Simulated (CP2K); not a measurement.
The system is MgO.

```
Mg O
1.0
     2.96561    0.00000    0.00000
     1.48280    2.56829    0.00000
     1.48280    0.85610    2.42141
Mg O
1 1
Cartesian
  0.0000 0.0000 0.0000
  2.9656 1.7122 1.2107
```

The cell is a database's computed one.

Program: CP2K 2026.2. Alike in all runs: task band structure; no spin polarisation; cell as given; k mesh 11 × 11 × 11; smearing fermi-dirac 0.05 eV.

**Question.** Order these runs on this cell by their band gap on the k mesh, lowest first.
A. level TB-mBJ; potentials or basis POTENTIAL_UZH Mg GTH-PBE-q10, O GTH-PBE-q6; TZVP-MOLOPT-PBE-GTH basis; EPS_DEFAULT 1.0E-10; points a segment of the path (NPOINTS) 8; bands added on the path 6
B. level r2SCAN; potentials or basis POTENTIAL_UZH Mg GTH-SCAN-q10, O GTH-SCAN-q6; TZVP-MOLOPT-SCAN-GTH basis; EPS_DEFAULT 1.0E-9; points a segment of the path (NPOINTS) 10; bands added on the path 6
C. level PBE; potentials or basis POTENTIAL_UZH Mg GTH-PBE-q10, O GTH-PBE-q6; TZVP-MOLOPT-PBE-GTH basis; EPS_DEFAULT 1.0E-9; points a segment of the path (NPOINTS) 8; bands added on the path 4

**Answer.** C (4.82 eV), A (5.42 eV), B (5.75 eV).

Caveats: the basis of atomic orbitals isn't converged, which shifts pressures, moduli and gaps; this is a model potential without an energy functional, so only levels have meaning (some runs).
